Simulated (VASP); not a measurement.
Runs of VASP 6.6.1 on CdSe (Cadmoselite). Symmetry: P6_3mc, No. 186, hexagonal system. The conventional cell has a = 4.300 Å, b = 4.300 Å, c = 7.020 Å, α = 90.00°, β = 90.00°, γ = 120.00°. Cd (site symmetry 3m) has 4 Se at 2.61 to 2.70 Å as nearest neighbours. Around Se (site symmetry 3m) lie 4 Cd at 2.61 to 2.70 Å. 

```csv
task,level,cell,k mesh,cutoff (eV),grid for exact exchange (PRECFOCK),exchange at q = 0,screening parameter,share of exact exchange,gap on the mesh (eV),pressure (GPa)
relaxation of cell and atoms,PBEsol,relaxed,9 × 9 × 4,600,-,-,-,-,0.53,0.0
band structure,PBE0,"P6_3mc, 28.29 Å³/atom",6 × 6 × 3,520,Fast,truncated,-,-,2.20,(b)
band structure,HSE06,"P6_3mc, 28.29 Å³/atom",6 × 6 × 3,520,Fast,-,0.2 1/A,-,1.61,(a)
band structure,PBE-EpsX,"P6_3mc, 28.29 Å³/atom",6 × 6 × 3,520,Fast,truncated,-,0.1061,1.28,2.2
```

Alike in all rows: potentials or basis VASP PAW PBE potentials, release 64 (Cd, Se); no spin polarisation; smearing gaussian 0.03 eV.

Fill in the values left out.

(a) 1.5; (b) 1.4.

Caveats: the PAW data sets were made with another functional, which shifts forces and pressure a little.

A k mesh can miss the band edges, and the runs leave out spin-orbit coupling on Cd, Se.

Runs at the PBE level aren't shown here.
